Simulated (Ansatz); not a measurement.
**SiO2 and the effect of the dispersion correction**

The cell as given:

```cif
data_structure
_symmetry_space_group_name_H-M 'Fddd:1'
_symmetry_Int_Tables_number 70
_cell_length_a 4.7192
_cell_length_b 9.4325
_cell_length_c 14.7256
_cell_angle_alpha 90.000
_cell_angle_beta 90.000
_cell_angle_gamma 90.000
_cell_volume 655.49
loop_
_atom_site_label
_atom_site_type_symbol
_atom_site_symmetry_multiplicity
_atom_site_Wyckoff_symbol
_atom_site_fract_x
_atom_site_fract_y
_atom_site_fract_z
_atom_site_occupancy
Si1 Si 16 g 0.75000 0.75000 0.93677 1
O1 O 16 f 0.25000 0.56344 0.75000 1
O2 O 16 d 0.62500 0.87500 0.87500 1
```

The cell comes from a database or a generator and needn't be the stable form of this composition.

Kept alike: task relaxation of cell and atoms; functional PBEsol; k mesh 7 × 7 × 7; occupations fermi-dirac, width 0.05 eV; no spin polarisation. Program: Ansatz, Ansatz PAW, cutoff 420 eV. The mesh is that of the run's cell of 12 atoms. No spin-orbit coupling.

| dispersion correction | volume (Å³/atom) | first edge of the run's cell (Å) | third edge of the run's cell (Å) |
| --- | --- | --- | --- |
| D3(BJ) | 13.664 | 8.752 | 5.274 |
| D3(BJ)-ATM | 13.679 | 8.755 | 5.277 |
| D4 | 13.713 | 8.761 | 5.280 |
| none | 13.809 | 8.779 | 5.297 |

The relaxations keep at least the cell's symmetry (Fddd). Relaxations stop with a little pressure left, so the last digits of a volume or edge aren't settled. Ansatz's relaxations hold a Pulay term in the stress (up to 0.6 GPa here). All rows use potentials made for PBE.

Problem. What does the dispersion correction change here?

Solution. The volume runs from 13.664 (D3(BJ)) to 13.809 Å³/atom (none). Against no correction: D3(BJ) -1.1 %; D3(BJ)-ATM -0.9 %; D4 -0.7 %. Dispersion terms mostly attract and so lower the volume; the schemes' coefficients and damping set how far. The first edge of the run's cell runs from 8.752 (D3(BJ)) to 8.779 Å (none). The third edge of the run's cell runs from 5.274 (D3(BJ)) to 5.297 Å (none).
